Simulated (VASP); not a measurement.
From VASP inputs to Ansatz: CaO (CsCl)

INCAR

```
NSW = 0
LCHARG = .TRUE.
EDIFF = 1E-7
ISMEAR = 0
LASPH = .TRUE.
LWAVE = .FALSE.
ALGO = Normal
NELM = 120
ISIF = 2
PREC = Accurate
METAGGA = R2SCAN
LREAL = .FALSE.
NBANDS = 15
ENCUT = 520
SIGMA = 0.01
IBRION = -1
LELF = .TRUE.
```

KPOINTS

```
KPOINTS created by Atomic Simulation Environment
0
Gamma
8 8 8
0 0 0
```

KPOINTS_OPT

```
special points
4
Reciprocal
0.0000000000 0.0000000000 0.0000000000 1
0.0000000000 0.5000000000 0.0000000000 1
0.5000000000 0.5000000000 0.0000000000 1
0.5000000000 0.5000000000 0.5000000000 1
```

POSCAR

```
Ca O
 1.0000000000000000
     2.9032089642333831    0.0000000000000000   -0.0000000000000000
    -0.0000000000000000    2.9032089642333831    0.0000000000000000
    -0.0000000000000000    0.0000000000000000    2.9032089642333831
 Ca  O
   1   1
Cartesian
  0.0000000000000000 -0.0000000000000000 -0.0000000000000000
  1.4516044821166916  1.4516044821166916  1.4516044821166916
```

VASP ran with the recommended PBE PAW datasets (16 valence electrons in the cell).

Task: Translate these files to an Ansatz input.

Result: 

```yaml
crystal:
  lattice:
    - [2.9032089642, 0.0, 0.0]
    - [0.0, 2.9032089642, 0.0]
    - [0.0, 0.0, 2.9032089642]
  atoms:
    - { symbol: Ca, position: [0.0, 0.0, 0.0] }
    - { symbol: O, position: [0.5, 0.5, 0.5] }
kpoints:
  mp_grid: { grid: [8, 8, 8] }
  band_path:
    path: [[0.0, 0.0, 0.0], [0.0, 0.5, 0.0], [0.5, 0.5, 0.0], [0.5, 0.5, 0.5]]
    npoints: 1
hamiltonian:
  xc: r2scan
scf:
  occupations: { method: fixed }
  n_extra_bands: 4
output:
  forces: true
  stress: true
  eigenvalues: true
```

Other inputs would serve too.

```
                              VASP   Ansatz
gap between bands v and c  3.28 eV  3.28 eV
         least direct gap  3.58 eV  3.58 eV
                 pressure  1.0 GPa  0.0 GPa
```

Datasets and cutoffs are each program's own. VASP's cell holds 16 valence electrons and Ansatz's 16. Ansatz's stress includes a Pulay correction; VASP's doesn't.
